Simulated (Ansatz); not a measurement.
# InP: energy along a strain

InP, F-43m, a = 5.907 Å. Ansatz: r2SCAN, PAW, 500 eV, Γ-centred 8×8×8 mesh on 2 atoms, Gaussian smearing 0.05 eV; no spin polarisation. Cell vectors (Å): 0.000 2.954 2.954; 2.954 0.000 2.954; 2.954 2.954 0.000. The cell is strained by x per cent times the pattern (0 0 1 0 0 0) in the order xx yy zz yz xz xy (engineering shears), with fractional coordinates held. y is the free energy over the start, V0 = 25.766 Å³/atom.

```
x (%) y (meV/atom)
-6.00             ?
-4.50         16.36
-3.00          7.18
 0.00          0.00
 1.50          1.78
 4.50         15.54
 6.00         27.28
```

Problem. Fit y = c2 x² + c3 x³ to the other rows, get the stiffness along the pattern, and predict the missing energy.

Solution. Least squares on the rows shown. y = 0.78657 x² − 0.0047078 x³. The clamped-ion stiffness p·C·p = 2 × 7.866 eV × 160.2 / 25.766 Å³ = 98 GPa, which is C33 in these axes (C11 of the cubic crystal). At x = -6.00 the fit asked for gives 29.33 meV/atom. The run gave 29.39 meV/atom, so the fit is 0.06 meV/atom too low, a small miss on the scale of the series.